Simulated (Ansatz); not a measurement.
InP: consecutive steps of a trajectory

Computed with Ansatz, DFT PBEsol, scalar-relativistic, plane waves, PAW. The runs took a 420 eV cutoff, a shifted (0.5, 0.5, 0.5 steps) 2×2×2 mesh and Fermi–Dirac smearing (0.05 eV). The mesh is coarse. No spin polarisation.

16 atoms, starting at 1.00 times the perfect crystal's volume (space group Fm-3m, the cell as given, not relaxed at this level); Langevin thermostat at 200 K (friction 0.02 fs⁻¹), fixed cell; 50 steps of 6 fs. The run is short and not equilibrated. The time step is on the long side.

Positions in Å, velocities in 0.01 Å/fs, forces in eV/Å; dE is the potential energy from the first frame shown.

```xyz
16
Lattice="0.0000 5.7100 -5.7100 -5.7100 0.0000 -5.7100 -5.7100 5.7100 0.0000" Properties=species:S:1:pos:R:3:v100:R:3:forces:R:3 pbc="T T T" time_fs=102.00 dE_eV=0.0000 T_K=169
In   -2.8632    2.8833   -5.6778    0.0619   -0.0204    0.0479   -0.0156   -0.3410   -0.0062
In   -2.8696   -0.0533   -2.8483    0.0854   -0.1256   -0.0654   -0.0526    0.1132   -0.1829
In    0.0146    2.8298   -2.9238    0.1116    0.1285    0.1018   -0.1192    0.0963    0.3765
In    0.0842    0.0255   -0.0426   -0.0088    0.0301   -0.0862   -0.0357   -0.0226    0.0412
In   -5.6970    5.6787   -5.6832   -0.0025   -0.1124   -0.0520    0.0818    0.0078   -0.2775
In   -5.7290    2.8765   -2.8056    0.0473   -0.0157    0.0884    0.0697   -0.0862   -0.1015
In   -2.8122    5.7138   -2.9052   -0.1781    0.0094   -0.0585   -0.0338    0.0908    0.1097
In   -2.8356    2.8141    0.0083   -0.1807   -0.1325   -0.1045   -0.0358    0.0611   -0.0107
P    -5.7225    5.7257   -8.4750   -0.1397   -0.2963    0.0985    0.0606    0.2471    0.0881
P    -5.7457    2.8368   -5.6835    0.1071   -0.2261    0.0053    0.1386   -0.2432   -0.1506
P    -2.7593    5.5508   -5.8511    0.2231    0.1617   -0.0228   -0.1085    0.3766    0.2198
P    -2.8371    2.9827   -2.7858    0.0728    0.1630    0.4295   -0.1303   -0.1222    0.0326
P    -8.5969    8.5845   -8.5721   -0.5132    0.1744    0.0088    0.0709   -0.4328   -0.0718
P    -8.5177    5.7429   -5.6312    0.0529    0.2086    0.2915   -0.3029    0.2746    0.0064
P    -5.6637    8.6003   -5.6085   -0.1327   -0.3611    0.0668    0.1259    0.0494   -0.3352
P    -5.7942    5.7087   -2.9887   -0.4494   -0.2738   -0.3152    0.2870   -0.0689    0.2620
16
Lattice="0.0000 5.7100 -5.7100 -5.7100 0.0000 -5.7100 -5.7100 5.7100 0.0000" Properties=species:S:1:pos:R:3:v100:R:3:forces:R:3 pbc="T T T" time_fs=108.00 dE_eV=0.0116 T_K=194
In   -2.8611    2.8840   -5.6742    0.0075    0.0442    0.0718   -0.0239   -0.3105   -0.0129
In   -2.8626   -0.0615   -2.8529    0.1457   -0.1468   -0.0865   -0.1086    0.1284   -0.1444
In    0.0203    2.8381   -2.9152    0.0771    0.1476    0.1836   -0.1602    0.0605    0.3472
In    0.0826    0.0269   -0.0490   -0.0458    0.0138   -0.1271   -0.0171   -0.0496    0.0432
In   -5.6982    5.6705   -5.6854   -0.0372   -0.1606   -0.0241    0.0733    0.0143   -0.3208
In   -5.7253    2.8728   -2.8027    0.0752   -0.1065    0.0108    0.0577   -0.1001   -0.1023
In   -2.8241    5.7122   -2.9107   -0.2172   -0.0610   -0.1227   -0.0045    0.1102    0.1198
In   -2.8464    2.8062    0.0037   -0.1779   -0.1309   -0.0469   -0.0076    0.0649    0.0329
P    -5.7264    5.7099   -8.4714    0.0102   -0.2249    0.0256    0.0538    0.3084    0.1316
P    -5.7439    2.8233   -5.6847   -0.0443   -0.2201   -0.0407    0.1484   -0.2009   -0.1278
P    -2.7428    5.5647   -5.8493    0.3263    0.2940    0.0814   -0.1290    0.2990    0.1932
P    -2.8338    2.9911   -2.7587    0.0333    0.1166    0.4684   -0.1508   -0.1344   -0.0233
P    -8.6251    8.5861   -8.5772   -0.4199   -0.1248   -0.1785    0.1558   -0.4772   -0.0811
P    -8.5215    5.7551   -5.6103   -0.1832    0.1933    0.4016   -0.3473    0.2351   -0.0530
P    -5.6722    8.5799   -5.6070   -0.1553   -0.3148   -0.0161    0.0995    0.0796   -0.3255
P    -5.8146    5.6906   -3.0085   -0.2263   -0.3255   -0.3385    0.3605   -0.0277    0.3234
16
Lattice="0.0000 5.7100 -5.7100 -5.7100 0.0000 -5.7100 -5.7100 5.7100 0.0000" Properties=species:S:1:pos:R:3:v100:R:3:forces:R:3 pbc="T T T" time_fs=114.00 dE_eV=0.0248 T_K=199
In   -2.8608    2.8833   -5.6697    0.0006   -0.0654    0.0764   -0.0146   -0.2605   -0.0255
In   -2.8551   -0.0714   -2.8587    0.1049   -0.1825   -0.1057   -0.1630    0.1441   -0.0834
In    0.0236    2.8493   -2.9053    0.0296    0.2231    0.1476   -0.2046    0.0191    0.2914
In    0.0799    0.0298   -0.0565   -0.0438    0.0811   -0.1225    0.0099   -0.0961    0.0469
In   -5.6999    5.6600   -5.6852   -0.0184   -0.1865    0.0298    0.0633    0.0375   -0.3832
In   -5.7250    2.8660   -2.8057   -0.0635   -0.1199   -0.1128    0.0542   -0.1028   -0.0776
In   -2.8360    5.7084   -2.9187   -0.1808   -0.0651   -0.1462    0.0260    0.1169    0.1268
In   -2.8509    2.8007    0.0009    0.0283   -0.0534   -0.0450   -0.0078    0.0592    0.0839
P    -5.7234    5.6985   -8.4685    0.0867   -0.1503    0.0773    0.0327    0.3414    0.1928
P    -5.7412    2.8057   -5.6832    0.1354   -0.3589    0.0890    0.1702   -0.1313   -0.1231
P    -2.7207    5.5856   -5.8418    0.4063    0.3948    0.1641   -0.1530    0.1894    0.1480
P    -2.8366    2.9929   -2.7286   -0.1269   -0.0571    0.5292   -0.1530   -0.1257   -0.0916
P    -8.6501    8.5820   -8.5879   -0.4048   -0.0133   -0.1770    0.2423   -0.4939   -0.0814
P    -8.5268    5.7639   -5.5910    0.0039    0.0949    0.2363   -0.3864    0.1934   -0.1147
P    -5.6817    8.5603   -5.6092   -0.1648   -0.3370   -0.0541    0.0655    0.1040   -0.2973
P    -5.8293    5.6734   -3.0286   -0.2569   -0.2444   -0.3252    0.4182    0.0055    0.3881
16
Lattice="0.0000 5.7100 -5.7100 -5.7100 0.0000 -5.7100 -5.7100 5.7100 0.0000" Properties=species:S:1:pos:R:3:v100:R:3:forces:R:3 pbc="T T T" time_fs=120.00 dE_eV=0.0450 T_K=166
In   -2.8594    2.8780   -5.6660    0.0485   -0.1106    0.0496    0.0052   -0.1966   -0.0361
In   -2.8496   -0.0803   -2.8636    0.0754   -0.1135   -0.0572   -0.2125    0.1584   -0.0319
In    0.0255    2.8614   -2.8974    0.0348    0.1807    0.1141   -0.2362   -0.0233    0.2312
In    0.0762    0.0337   -0.0627   -0.0777    0.0503   -0.0845    0.0505   -0.1575    0.0478
In   -5.7011    5.6509   -5.6826   -0.0229   -0.1179    0.0567    0.0555    0.0621   -0.4472
In   -5.7285    2.8593   -2.8123   -0.0523   -0.1034   -0.1062    0.0618   -0.0987   -0.0402
In   -2.8463    5.7065   -2.9251   -0.1616   -0.0002   -0.0655    0.0513    0.0959    0.1333
In   -2.8489    2.7971   -0.0004    0.0392   -0.0684    0.0031   -0.0155    0.0502    0.1522
P    -5.7129    5.6867   -8.4651    0.2615   -0.2439    0.0409    0.0048    0.3566    0.2499
P    -5.7260    2.7827   -5.6807    0.3729   -0.3996   -0.0044    0.1782   -0.0360   -0.1235
P    -2.6953    5.6092   -5.8368    0.4388    0.3795   -0.0005   -0.1821    0.0703    0.1272
P    -2.8424    2.9880   -2.6944   -0.0644   -0.0999    0.6012   -0.1441   -0.0847   -0.1892
P    -8.6622    8.5740   -8.5946    0.0060   -0.2528   -0.0484    0.3046   -0.4953   -0.1039
P    -8.5273    5.7630   -5.5785   -0.0259   -0.1274    0.1758   -0.4291    0.1483   -0.1583
P    -5.6890    8.5433   -5.6151   -0.0811   -0.2300   -0.1364    0.0291    0.1200   -0.2465
P    -5.8444    5.6604   -3.0444   -0.2408   -0.1876   -0.1963    0.4786    0.0305    0.4351
16
Lattice="0.0000 5.7100 -5.7100 -5.7100 0.0000 -5.7100 -5.7100 5.7100 0.0000" Properties=species:S:1:pos:R:3:v100:R:3:forces:R:3 pbc="T T T" time_fs=126.00 dE_eV=0.0621 T_K=158
In   -2.8540    2.8692   -5.6619    0.1303   -0.1799    0.0866    0.0180   -0.1386   -0.0452
In   -2.8428   -0.0852   -2.8688    0.1530   -0.0526   -0.1148   -0.2611    0.1510    0.0352
In    0.0252    2.8714   -2.8896   -0.0438    0.1521    0.1421   -0.2330   -0.0543    0.1714
In    0.0742    0.0393   -0.0674    0.0120    0.1331   -0.0697    0.0759   -0.2307    0.0537
In   -5.7013    5.6437   -5.6779    0.0176   -0.1192    0.0976    0.0484    0.0811   -0.5015
In   -5.7327    2.8539   -2.8186   -0.0876   -0.0766   -0.1009    0.0710   -0.0974   -0.0062
In   -2.8538    5.7063   -2.9276   -0.0871   -0.0070   -0.0180    0.0787    0.0712    0.1283
In   -2.8471    2.7945    0.0003    0.0185   -0.0171    0.0222   -0.0152    0.0402    0.2229
P    -5.6897    5.6754   -8.4645    0.5093   -0.1318   -0.0152   -0.0304    0.3581    0.2990
P    -5.7074    2.7581   -5.6746    0.2473   -0.4102    0.2078    0.1689    0.0751   -0.1234
P    -2.6772    5.6279   -5.8307    0.1642    0.2350    0.2008   -0.1972   -0.0288    0.1101
P    -2.8409    2.9853   -2.6642    0.1135    0.0149    0.3971   -0.1338   -0.0354   -0.2882
P    -8.6604    8.5560   -8.5970    0.0554   -0.3456   -0.0350    0.3159   -0.4783   -0.1263
P    -8.5309    5.7566   -5.5663   -0.0956   -0.0895    0.2243   -0.4330    0.1085   -0.2089
P    -5.6940    8.5295   -5.6259   -0.0866   -0.2283   -0.2174    0.0054    0.1324   -0.1805
P    -5.8564    5.6484   -3.0514   -0.1534   -0.2128   -0.0344    0.5213    0.0459    0.4597
16
Lattice="0.0000 5.7100 -5.7100 -5.7100 0.0000 -5.7100 -5.7100 5.7100 0.0000" Properties=species:S:1:pos:R:3:v100:R:3:forces:R:3 pbc="T T T" time_fs=132.00 dE_eV=0.0713 T_K=168
In   -2.8478    2.8595   -5.6556    0.0778   -0.1439    0.1212    0.0281   -0.0864   -0.0590
In   -2.8319   -0.0891   -2.8754    0.2072   -0.0777   -0.1015   -0.3234    0.1275    0.1306
In    0.0199    2.8797   -2.8836   -0.1341    0.1246    0.0570   -0.2038   -0.0606    0.1117
In    0.0768    0.0472   -0.0713    0.0735    0.1289   -0.0596    0.0614   -0.3181    0.0627
In   -5.7022    5.6372   -5.6735   -0.0486   -0.0984    0.0480    0.0476    0.1059   -0.5308
In   -5.7369    2.8522   -2.8283   -0.0547    0.0181   -0.2206    0.0749   -0.1104    0.0367
In   -2.8596    5.7081   -2.9289   -0.1043    0.0687   -0.0245    0.1092    0.0513    0.1105
In   -2.8462    2.7935    0.0003    0.0118   -0.0178   -0.0204   -0.0197    0.0241    0.2756
P    -5.6634    5.6737   -8.4610    0.3658    0.0727    0.1322   -0.0486    0.3304    0.3277
P    -5.6965    2.7362   -5.6630    0.1138   -0.3076    0.1771    0.1601    0.1910   -0.1279
P    -2.6690    5.6416   -5.8185    0.1100    0.2121    0.2032   -0.1867   -0.1101    0.0724
P    -2.8315    2.9904   -2.6441    0.2028    0.1574    0.2653   -0.1225    0.0039   -0.3602
P    -8.6583    8.5284   -8.6060    0.0117   -0.5704   -0.2642    0.2943   -0.4340   -0.1103
P    -8.5413    5.7503   -5.5531   -0.2464   -0.1253    0.2091   -0.3965    0.0809   -0.2757
P    -5.6951    8.5177   -5.6416    0.0470   -0.1622   -0.3024   -0.0162    0.1485   -0.1214
P    -5.8645    5.6341   -3.0502   -0.1151   -0.2613    0.0736    0.5417    0.0561    0.4574
16
Lattice="0.0000 5.7100 -5.7100 -5.7100 0.0000 -5.7100 -5.7100 5.7100 0.0000" Properties=species:S:1:pos:R:3:v100:R:3:forces:R:3 pbc="T T T" time_fs=138.00 dE_eV=0.0769 T_K=135
In   -2.8457    2.8498   -5.6492   -0.0077   -0.1791    0.0920    0.0449   -0.0356   -0.0744
In   -2.8187   -0.0951   -2.8834    0.2313   -0.1213   -0.1633   -0.4104    0.1078    0.2241
In    0.0099    2.8846   -2.8809   -0.1961    0.0396    0.0325   -0.1428   -0.0406    0.0604
In    0.0778    0.0556   -0.0742   -0.0416    0.1470   -0.0380    0.0462   -0.3934    0.0726
In   -5.7053    5.6344   -5.6738   -0.0556    0.0059   -0.0570    0.0465    0.1304   -0.5409
In   -5.7392    2.8559   -2.8405   -0.0214    0.1056   -0.1867    0.0711   -0.1407    0.0836
In   -2.8641    5.7116   -2.9309   -0.0461    0.0472   -0.0427    0.1365    0.0191    0.0929
In   -2.8474    2.7940   -0.0024   -0.0515    0.0342   -0.0711   -0.0270    0.0030    0.3148
P    -5.6498    5.6813   -8.4543    0.0874    0.1760    0.0949   -0.0205    0.2778    0.3411
P    -5.6901    2.7226   -5.6525    0.0998   -0.1385    0.1712    0.1577    0.2858   -0.1409
P    -2.6599    5.6526   -5.8072    0.1916    0.1501    0.1692   -0.1860   -0.1795    0.0252
P    -2.8180    2.9956   -2.6318    0.2469    0.0199    0.1413   -0.1275    0.0430   -0.4117
P    -8.6504    8.5006   -8.6234    0.2467   -0.3493   -0.3104    0.2355   -0.3649   -0.0696
P    -8.5558    5.7480   -5.5438   -0.2339    0.0469    0.0968   -0.3553    0.0616   -0.3363
P    -5.6901    8.5149   -5.6591    0.1182    0.0690   -0.2763   -0.0433    0.1555   -0.0723
P    -5.8703    5.6232   -3.0506   -0.0775   -0.1002   -0.0878    0.5741    0.0707    0.4315
```

Question: What is the next frame? The thermostat's random kicks make it one of many possible.

Answer:
```xyz
16
Lattice="0.0000 5.7100 -5.7100 -5.7100 0.0000 -5.7100 -5.7100 5.7100 0.0000" Properties=species:S:1:pos:R:3:v100:R:3:forces:R:3 pbc="T T T" time_fs=144.00 dE_eV=0.0833 T_K=141
In   -2.8444    2.8385   -5.6457    0.0520   -0.1949    0.0239    0.0563    0.0036   -0.0915
In   -2.8052   -0.1011   -2.8923    0.2170   -0.0797   -0.1316   -0.5053    0.0907    0.2829
In   -0.0048    2.8858   -2.8783   -0.2915   -0.0019    0.0514   -0.0608   -0.0098    0.0202
In    0.0737    0.0629   -0.0779   -0.0928    0.0976   -0.0869    0.0603   -0.4355    0.0869
In   -5.7091    5.6360   -5.6748   -0.0702    0.0471    0.0217    0.0450    0.1428   -0.5456
In   -5.7402    2.8613   -2.8500   -0.0109    0.0724   -0.1286    0.0607   -0.1753    0.1209
In   -2.8669    5.7147   -2.9331   -0.0455    0.0553   -0.0318    0.1624   -0.0174    0.0858
In   -2.8506    2.7937   -0.0084   -0.0554   -0.0452   -0.1270   -0.0307   -0.0181    0.3682
P    -5.6391    5.6913   -8.4459    0.2754    0.1513    0.1829    0.0202    0.2226    0.3406
P    -5.6826    2.7184   -5.6429    0.1484    0.0042    0.1490    0.1541    0.3347   -0.1562
P    -2.6474    5.6572   -5.7948    0.2235    0.0002    0.2420   -0.2049   -0.2199   -0.0157
P    -2.8082    2.9980   -2.6225    0.0765    0.0627    0.1641   -0.1362    0.0767   -0.4655
P    -8.6389    8.4771   -8.6373    0.1288   -0.4280   -0.1500    0.1654   -0.2923   -0.0419
P    -8.5673    5.7411   -5.5466   -0.1471   -0.2762   -0.1927   -0.3295    0.0581   -0.3583
P    -5.6836    8.5156   -5.6755    0.0949   -0.0462   -0.2642   -0.0630    0.1534   -0.0276
P    -5.8743    5.6185   -3.0505   -0.0525   -0.0547    0.0871    0.6060    0.0855    0.3967
```

Cost: 1 run of about 6.6 core-minutes (earlier runs that led there not counted), on Intel Xeon Platinum 8488C (Sapphire Rapids) (shared hosts).